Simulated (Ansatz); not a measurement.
## ZnO: computed properties

These are results of DFT PBE, scalar-relativistic, plane waves, PAW (Ansatz 0.2.0), not measurements.

Settings: cutoff 420 eV, Γ-centred mesh 8×8×8 on the computed 8-atom cell, Gaussian smearing of 0.02 eV; no spin polarisation.

The structure is relaxed at this level of theory with its symmetry kept, and needn't be the ground state of this composition.

Space group I4cm (No. 108), tetragonal, a = 6.463 Å, c = 5.286 Å. Zn is surrounded by 4 O at 1.93–2.05 Å; O is surrounded by 4 Zn at 1.93–2.05 Å.

| Property | Result |
| --- | --- |
| Volume per atom | 13.80 Å³ |
| Formation energy from the elements' standard states (uncorrected) | -1.352 eV/atom |
| Kohn–Sham band gap | 0.94 eV |
| Orbital (Löwdin) character of the top 1 eV of the valence band | O 2p 76 %, Zn 3d 21 % |
| Orbital (Löwdin) character of the lowest 1 eV of the conduction band | Zn 4s 57 %, O 2s 19 %, O 2p 19 % |
| Bader charge by site (e) | Zn (4 in the cell) 1.21, O (4 in the cell) -1.21 |

The cell was found from a structure generator's guess, not taken from experiment. Kohn–Sham gaps at this level usually fall short of measured ones. Löwdin shares on free-atom orbitals overweight diffuse shells in the empty bands.
